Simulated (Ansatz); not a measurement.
**Notes on a calculation: La2O3**

Method: PBE, scalar-relativistic; no spin polarisation; PAW, 420 eV, Γ-centred 6×6×8 mesh, 0.05 eV Gaussian smearing; code Ansatz; PAW files: Ansatz's generated set soft_2.

The chain of runs began from a cell as deposited in COD, expanded in volume.

The start:

```
CELL_PARAMETERS angstrom
3.94306 0.00000 0.00000
-1.97153 3.41479 0.00000
0.00000 0.00000 6.14033
ATOMIC_POSITIONS crystal
La 0.33333 0.66667 0.25000
La 0.66667 0.33333 0.75000
O 0.25000 0.25000 0.00000
O 0.75000 0.00000 0.00000
O 0.00000 0.75000 0.00000
```

The steps in volume:

```
run  level  k-mesh                    kind  V (Å³/atom)  P (GPa)  E − E(final) (meV/atom)  gap on the mesh (eV)
  1    PBE   8×8×6  cell and atoms relaxed        23.11      0.0                      0.0                  1.62
  2    PBE   6×6×8  cell and atoms relaxed        23.11      0.0                      0.0                  1.62
```

Cell and atoms are those of this level's equilibrium.

The final structure (symmetry read at 0.01 Å). Symmetry: P6/mmm, No. 191, hexagonal system. The conventional cell has a = 6.371 Å, b = 6.371 Å, c = 3.287 Å, α = 90.00°, β = 90.00°, γ = 120.00°. La (site symmetry -6m2) is surrounded by 6 O at 2.47 Å. O (site symmetry mmm) is surrounded by 4 La at 2.47 Å. (Shells end 15 % past the nearest neighbour.)

| atom | site | symmetry | x | y | z |
| --- | --- | --- | --- | --- | --- |
| La | 2d | -6m2 | 0.3333 | 0.6667 | 0.5000 |
| O | 3f | mmm | 0.5000 | 0.5000 | 0.0000 |

- At the final geometry the gap, band path included, is 1.62 eV.
- The equation of state gives B0 = 84 GPa.
- The elastic tensor is positive definite (smallest eigenvalue 15.9 GPa).
- Against the elements' standard states, run alike and uncorrected, the formation energy is -3.18 eV/atom.
- The runs in the table took roughly 9 core-minutes.

**What lies behind the numbers.**

Formal charges La³⁺, O²⁻ balance and leave closed shells on every ion, so a band insulator is expected, and the gap is 1.62 eV.

Kohn–Sham gaps of semilocal functionals lie under measured ones, often by a third or more. Spin–orbit coupling, which matters for such heavy elements, is left out. The program warned that the potential is rough where the density is thin (voids or gaps), so long spacings are poorly fixed.
